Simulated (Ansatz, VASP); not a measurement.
P in VASP and in Ansatz

```
P
1.0
    -1.57328    1.57328    1.57328
     1.57328   -1.57328    1.57328
     1.57328    1.57328   -1.57328
P
1
Direct
  0.00000 0.00000 0.00000
```

Alike in both runs: task single point; functional RPBE; k mesh 16 × 16 × 16; occupations fermi-dirac, width 0.1 eV; no spin polarisation.

|  | VASP | Ansatz |
| --- | --- | --- |
| version | VASP 6.6.1 | Ansatz 0.2.0 |
| potentials or method | VASP PAW PBE potentials, release 64 (P) | plane waves (420 eV) with PAW, scalar-relativistic |
| plane-wave cutoff (eV) | 520 | 420 |
| valence electrons in the cell | 5 | 5 |

|  | VASP | Ansatz | Ansatz less VASP |
| --- | --- | --- | --- |
| pressure (GPa) | -6.5 | -6.1 | +0.40 |

With one functional, cell and mesh, what is left measures potentials, basis and numerics.

Caveats: the PAW data sets were made with another functional, which shifts forces and pressure a little (VASP).
